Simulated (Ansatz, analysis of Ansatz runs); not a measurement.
# TiO2 (P4_2/mnm): a line between two Ti sites for an added electron, part 2 of 2

Aim: the energy barrier that a trapped electron meets when it moves from one Ti atom to another one nearby in TiO2 (P4_2/mnm). The model is a cell of 96 host atoms.

Ansatz 0.2.0; plane-wave PAW DFT, PBEsol+U; relaxation of all atoms of a supercell at fixed charge in a uniform background; PAW set soft_1.

So far. Step 2 (The cell without the carrier): The largest displacement from an ideal site is 0.002 Å. Step 3 (The electron on the first site): The largest changes of the moments are 0.67 μB on Ti85, 0.01 μB on Ti14 and 0.01 μB on Ti74. The largest part sits on the chosen site.

## Step 4: The electron on the second site

The same start is made on the second site, to get the end of the hop.

Contents of B.relax/input.yaml:

```yaml
crystal:
  lattice:
    - [0.0, 9.18332862, 5.87840906]
    - [9.18332862, 0.0, 5.87840906]
    - [9.18332862, 9.18332862, 0.0]
  atoms:
    - { symbol: Ti, position: [-0.000309, -0.000324, 0.000358] }
    - { symbol: Ti, position: [0.249672, 0.249683, 0.250361] }
[... 19 atom lines left out ...]
    - { symbol: O, position: [0.277054, 0.472321, 0.625333] }
[... 5 atom lines left out ...]
    - { symbol: Ti, position: [0.374678, 0.874694, 0.375352], spin: 1.0 }
[... 1 atom line left out ...]
    - { symbol: O, position: [0.243206, 0.743239, 0.404172] }
[... 13 atom lines left out ...]
    - { symbol: O, position: [0.243222, 0.743213, 0.609446] }
[... 36 atom lines left out ...]
    - { symbol: O, position: [0.534786, 0.714583, 0.375348] }
[... 3 atom lines left out ...]
    - { symbol: Ti, position: [0.499669, 0.499699, 0.500346] }
[... 10 atom lines left out ...]
    - { symbol: O, position: [0.972291, 0.777058, 0.625369] }
total_charge: -1
basis:
  ecutwfc: 420
  xc_grid: 2
hamiltonian:
  xc: pbesol
  hubbard:
    sites: [{ species: Ti, l: d, u_eff: 5.0 }]
    projectors: ortho-atomic
  pseudopotentials: { kind: paw, azcp: { folder: soft_1 }, xc_functional: pbe }
kpoints:
  mp_grid: { grid: [1, 1, 1] }
magnetization:
  spin_polarized: true
  initial_magnetization: 1
  spin_locking: { lock_magnetization: hard }
scf:
  occupations: { method: fermi_dirac, width: 0.01 }
  max_iter: 120
  lower_state_search: "off"
output:
  forces: true
relax:
  f_tol: 0.015
  max_steps: 70
  escape_saddle: false
checkpoint:
  write: "../B.relax.run"
  compress: false
  write_wavefunctions: true
  write_every: 100000
```

Command:

```bash
$ ansatz run input.yaml --threads 32 --pin off --max-ram 84787MiB --backend cuda --events-out ev --progress --plain --runs-dir out --max-vram 78GiB
```

Numbers of over 12 decimals in the logs are rounded to 6 here.

Output:

```text
[...]
Crystal: 96 atoms, lattice volume = 991.494 Å³
Basis set: ecut = 420 eV, 19359 PW (Γ), exchange–correlation on 150×150×180 points (8 copies of the dense FFT grid, shifted against one another)
Bands: 481, of which v1, the nominal top of the filled ones, is band 385 counted from 1 (384 counted from 0)
Symmetry: 1 space group operations
[...]
k-points: 1
[...]
Starting moments: Σ|m| = 1 μB on 1 of 96 sites
[...]
SCF iter   1: F=—  HF=-115058.922590 eV  |Δ(HF+E_count)|=         —  Δρ=4.74e-2 (↑4.74e-2 ↓4.74e-2)  dr2=9.22e1  dr2_m=1.79e-1  M=1.000 μB ∫|m|=1.293 μB  Hψ=3058
[...]
SCF iter   2: F=—  HF=-115047.830286 eV  |Δ(HF+E_count)|=    1.11e1  Δρ=2.33e-2 (↑2.33e-2 ↓2.30e-2)  dr2=1.81e1  dr2_m=9.86e-2  M=1.000 μB ∫|m|=1.296 μB  Hψ=1635
[...]
Per-site moments (μB) at R_I (Å): [(1.5415158213307124e-5, 0.796537), (-0.000221624, 0.792222), (0.000117246, 0.800161), [... 6 left out ...]
Free energy (F): -115049.930027 eV
[...]
Internal energy: -115049.930027 eV  (E = F + TS)
E sigma→0 (E₀):  -115049.930027 eV
Fermi energy:    10.966880 (↑ 10.970928, ↓ 10.704721) eV
[...]
--- Forces (eV/Å), atoms counted from 1 ---
  atom   1  Ti     0.00259178    -0.00270346    -0.00330842
  atom   2  Ti    -0.00079834     0.00073534     0.00485074
  [... 4 atoms left out ...]
  [... 90 more lines of this table ...]
  max |Σ_I F_I| component: 4.12e-6 eV/Å
--- Band table (eV) ---
[...]
Occupation matrices written to <dir>
--- Relaxed structure (8 steps of the walk, 8 accepted, 0 SCFs on fresh bases) ---
  F+E_penalty+E_count = -115049.93002687 eV   max|allowed force component| = 1.072e-2 eV/Å
  atoms:
    - { symbol: Ti, position: [-0.000284, -0.000499, 0.000426] }
    - { symbol: Ti, position: [0.249571, 0.249299, 0.250598] }
    [... 4 atoms left out ...]
  [... 90 more lines of this table ...]
[key lines of the parts left out:]
SCF converged after 2 iterations
Magnetization: 1.0000 μB (385.0000 up, 384.0000 down)
```

The job ended after 9.1 s (1 × NVIDIA GB200 with 32 threads of Arm Neoverse V2, shared host; peak memory 1.6 GiB).

Distances from Ti28 without and with the electron:

```csv
atom,without (Å),with (Å)
O44,1.94,2.04
O53,1.94,2.04
O30,1.94,2.04
O55,1.94,2.04
O11,1.98,2.01
O81,1.98,2.01
```

The largest changes of the moments are 0.67 μB on Ti28, 0.01 μB on Ti39 and 0.01 μB on Ti51. The largest part sits on the chosen site.

## Step 5: Points on the line between the two structures

All atoms move on the straight line between the two relaxed structures, 1.32 amu^1/2 Å long in mass-weighted terms. Each point starts from the state of the point before, once from either end, so that both localised states can be followed; the midpoint is also started with the carrier shared.

Contents of A.x0500/input.yaml:

```yaml
crystal:
  lattice:
    - [0.0, 9.18332862, 5.87840906]
    - [9.18332862, 0.0, 5.87840906]
    - [9.18332862, 9.18332862, 0.0]
  atoms:
    - { symbol: Ti, position: [-0.000298, -0.000411, 0.000389] }
    - { symbol: Ti, position: [0.249336, 0.249198, 0.250766] }
[... 19 atom lines left out ...]
    - { symbol: O, position: [0.271644, 0.469908, 0.629261] }
[... 5 atom lines left out ...]
    - { symbol: Ti, position: [0.375643, 0.874081, 0.375174] }
[... 1 atom line left out ...]
    - { symbol: O, position: [0.246068, 0.746008, 0.404498] }
[... 13 atom lines left out ...]
    - { symbol: O, position: [0.245965, 0.746077, 0.603504] }
[... 36 atom lines left out ...]
    - { symbol: O, position: [0.529886, 0.726795, 0.371766] }
[... 3 atom lines left out ...]
    - { symbol: Ti, position: [0.499736, 0.499876, 0.500227], spin: 1.0 }
[... 10 atom lines left out ...]
    - { symbol: O, position: [0.971508, 0.777283, 0.625607] }
total_charge: -1
basis:
  ecutwfc: 420
  xc_grid: 2
hamiltonian:
  xc: pbesol
  hubbard:
    sites: [{ species: Ti, l: d, u_eff: 5.0 }]
    projectors: ortho-atomic
  pseudopotentials: { kind: paw, azcp: { folder: soft_1 }, xc_functional: pbe }
kpoints:
  mp_grid: { grid: [1, 1, 1] }
magnetization:
  spin_polarized: true
  initial_magnetization: 1
  spin_locking: { lock_magnetization: hard }
scf:
  occupations: { method: fermi_dirac, width: 0.01 }
  max_iter: 120
  lower_state_search: "off"
output:
  forces: true
  eigenvalues: true
  eigenstates: { localisation: true }
  write_density: true
  write_potential: true
  volumetric_format: npy
checkpoint:
  read: "../A.x0375.run"
  write: "../A.x0500.run"
  compress: false
  write_wavefunctions: true
  write_every: 100000
```

Output:

```text
[...]
Warning: checkpoint.read: the run can stay near the saved state's solution: 96 site(s) moved relative to the saved geometry (max |Δs| = 1.625e-3 fractional); [...]
[...]
device memory: the entry about to start is reckoned to put 6.8 GiB on a device that reports 144.1 GiB free (of which the cap on the GPU budget leaves the run 78.0 GiB)
GPU FFT provider: cuFFT
GPU libraries: cuBLAS 13.8.1, cuFFT 12.4.0, cuSOLVER 12.3.2
GPU matrix products: emulated (plane waves: as basis.precision tells), large ones in fixed point in workspaces of 1.00 GiB
Crystal: 96 atoms, lattice volume = 991.494 Å³
Basis set: ecut = 420 eV, 19359 PW (Γ), exchange–correlation on 150×150×180 points (8 copies of the dense FFT grid, shifted against one another)
Bands: 481, of which v1, the nominal top of the filled ones, is band 385 counted from 1 (384 counted from 0)
Symmetry: 1 space group operations
[...]
k-points: 1
[...]
Starting moments: Σ|m| = 1 μB on 1 of 96 sites; this step starts from the density that it was given
[...]
GPU buffer pool allocated for 506250 grid points (all kernels)
GPU transforms: local potential and band sums: pruned to the plane-wave sphere, on 75×75×90
[...]
SCF iter   9: F=-115049.642665 eV  HF=-115049.642665 eV  |Δ(HF+E_count)|=   1.12e-8  Δρ=7.82e-7 (↑7.82e-7 ↓5.49e-7)  dr2=1.32e-8  dr2_m=8.19e-10  M=1.000 μB ∫|m|=1.208 μB  Hψ=5313
SCF 1 converged in 9 iterations: F = -115049.642665 eV  dr2 = 1.32e-8
[...]
SCF converged after 9 iterations
Stability checked in part: among states of this total moment the steps that led to this state did not find it unstable. No probe was made; neither looks for a lower state of another moment (fixed_total_moment; see scf.lower_state_search)
Magnetization: 1.0000 μB (385.0000 up, 384.0000 down)
Absolute magnetization: 1.2029 μB (∫|ρ↑−ρ↓|, with the PAW one-centre terms)
[...]
Per-site moments (μB) at R_I (Å): [(0.00664417, 0.797314), (0.00298923, 0.794601), (4.132919255642404e-5, 0.798346), [... 6 left out ...]
Free energy (F): -115049.642665 eV
[...]
Internal energy: -115049.642665 eV  (E = F + TS)
E sigma→0 (E₀):  -115049.642665 eV
Fermi energy:    11.250045 (↑ 11.251495, ↓ 10.679548) eV
[...]
--- Forces (eV/Å), atoms counted from 1 ---
  atom   1  Ti    -0.04548150     0.04529865     0.09741109
  atom   2  Ti     0.23713909    -0.23714714     0.18566379
  [... 4 atoms left out ...]
  [... 90 more lines of this table ...]
  max |Σ_I F_I| component: 2.67e-6 eV/Å
--- Band table (eV) ---
[...]
Occupation matrices written to <dir>
```

The job ended after 2.7 s (1 × NVIDIA GB200 with 32 threads; peak memory 1.4 GiB).

In the SCF lines HF is the Harris–Foulkes energy and dr2 the Hartree energy of the density residual, in eV; the loop may stop once dr2 is under the threshold and the program's other checks hold. Hψ counts applications of the Hamiltonian.

States next to the filling edge at the first k-point, on the run's own zero (eigenstates.tsv). The participation number counts the atoms that a state is spread over, of 96; bands count from 0.

```csv
spin,band,energy (eV),occupation,participation,largest share on,share
down,378,8.846,1.00,34.7,O79,0.07
down,379,8.897,1.00,23.4,O83,0.14
down,380,8.917,1.00,18.4,O24,0.16
down,381,8.996,1.00,57.6,O89,0.04
down,382,8.999,1.00,51.2,O83,0.06
down,383,9.522,1.00,63.4,O24,0.03
down,384,11.837,0.00,12.1,Ti28,0.23
down,385,11.894,0.00,22.4,Ti26,0.07
down,386,11.939,0.00,18.8,Ti28,0.12
down,387,11.972,0.00,22.5,Ti76,0.07
down,388,12.012,0.00,13.8,Ti28,0.20
up,379,8.901,1.00,23.4,O83,0.14
up,380,8.922,1.00,18.2,O24,0.17
up,381,8.997,1.00,57.1,O89,0.04
up,382,9.002,1.00,50.4,O83,0.06
up,383,9.524,1.00,63.2,O24,0.03
up,384,10.677,1.00,2.5,Ti85,0.62
up,385,11.826,0.00,11.8,Ti28,0.23
up,386,11.898,0.00,21.4,Ti26,0.07
up,387,11.934,0.00,18.0,Ti28,0.13
up,388,11.970,0.00,22.5,Ti76,0.07
up,389,12.000,0.00,13.3,Ti28,0.21
```

Under PBEsol+U (5 eV) at the zone centre alone, the highest filled state is spin up, spread over 3 of 96 atoms, and the lowest empty one, 1.15 eV above it, is spin up, spread over 12 of 96 atoms.

The largest moments in the atoms' spheres: Ti85 0.63, Ti28 0.02, Ti74 0.02, Ti14 0.02, Ti39 0.01, Ti52 0.01 μB.

Free energies from the first end:

```csv
started from,fraction,energy (eV),moment change on Ti85 (μB),on Ti28 (μB)
first site,0,0.000,0.67,0.01
first site,0.125,0.018,0.66,0.01
first site,0.25,0.072,0.65,0.01
first site,0.375,0.162,0.65,0.02
first site,0.5,0.287,0.63,0.02
first site,0.625,0.446,0.61,0.03
second site,0.875,0.018,0.00,0.66
second site,0.75,0.074,0.00,0.65
second site,0.625,0.166,0.00,0.64
second site,0.5,0.294,0.00,0.63
second site,0.375,0.457,0.00,0.61
shared,0.5,0.287,0.63,0.02
second site,1,0.000,0.00,0.67
```

## Step 6: What came out

* barrier forward: 0.29 eV
* barrier backward: 0.29 eV
* distance of the two sites without the carrier: 3.56 Å
* carrier at the midpoint: on one site

What this shows: On this line the electron must cross 0.29 eV to hop 3.56 Å; both ends have the same energy within 0.005 eV. At the midpoint the lowest state found keeps the carrier on one site, so the two localised curves cross in a cusp. This suggests weak coupling and a hop slower than the barrier alone implies, though U itself penalises the shared state. The start with the carrier shared fell onto one site. With an assumed attempt frequency of 1e13 per second the rate at 300 K would be 1e+08 per second for this barrier, if every crossing succeeded. A straight line need not be the lowest path, so the true barrier at this U can be lower, or higher if the ends can still break their symmetry; the top can also fall between the computed points, which would raise it. A shorter hop, 2.94 Å to Ti14, was not computed. No run compares the localised electron with one spread in the band, so its binding is unknown and the barrier may exceed it. The program's search for lower electronic states was switched off in all runs, so that each state is followed; none is shown to be the lowest at its structure. No image-charge correction is applied; it nearly cancels along the line while the charge stays localised. Limits: sampling at the zone centre alone can move energies of charged and open-shell states by tenths of an eV or more in cells of this size; gap and trapping depend on the U chosen (Ti d 5.0 eV).

[Logs are printed without paths, hosts, clocks, repeated set-up lines and the standing remarks that a program may print on its own settings, such as how far it seeks lower states.]

[Hosts, paths, dates, database ids (printed as entryN), source tags and the programs' standing remarks are cut or masked in the printed files.]
